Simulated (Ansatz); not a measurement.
# GaSe: computed properties

All numbers below come from DFT PBE+D3(BJ), scalar-relativistic, plane waves, PAW (Ansatz).

Settings: cutoff 420 eV, Γ-centred mesh 12×12×2 on the computed 8-atom cell, Gaussian smearing of 0.02 eV; no spin polarisation.

The structure is relaxed at this level of theory with its symmetry kept.

```
CELL_PARAMETERS angstrom
3.76932 0.00000 0.00000
-1.88466 3.26433 0.00000
0.00000 0.00000 15.96644
ATOMIC_POSITIONS crystal
Ga 0.33333 0.66667 0.17349
Ga 0.66667 0.33333 0.67349
Ga 0.33333 0.66667 0.32651
Ga 0.66667 0.33333 0.82651
Se 0.33333 0.66667 0.59970
Se 0.66667 0.33333 0.09970
Se 0.33333 0.66667 0.90030
Se 0.66667 0.33333 0.40030
```

| Property | Result |
| --- | --- |
| Space group | P6_3/mmc (No. 194) |
| Volume per atom | 24.56 Å³ |
| Kohn–Sham band gap | 0.87 eV, direct at Γ |
| Löwdin character of the top 1 eV of the valence band | Se 4p 69 %, Ga 4p 21 % |
| Löwdin character of the lowest 1 eV of the conduction band | Ga 4p 34 %, Se 4p 31 %, Ga 4s 22 %, unprojected 7 % |
| Electron masses at the edge by Cartesian direction of the standard setting (m_e; degenerate bands sorted by energy; no spin-orbit coupling) | x: 0.12; y: 0.12; z: 0.097 |
| Hole masses at the edge by Cartesian direction of the standard setting (m_e; degenerate bands sorted by energy; no spin-orbit coupling) | x: 1.5; y: 1.5; z: 0.084 |
| Electronic dielectric constant xx, yy, zz of the standard setting (independent particles) | 8.9, 8.9, 9.2 |
| Bader charges (e) | Ga (4 in the cell) 0.67, Se (4 in the cell) -0.67 |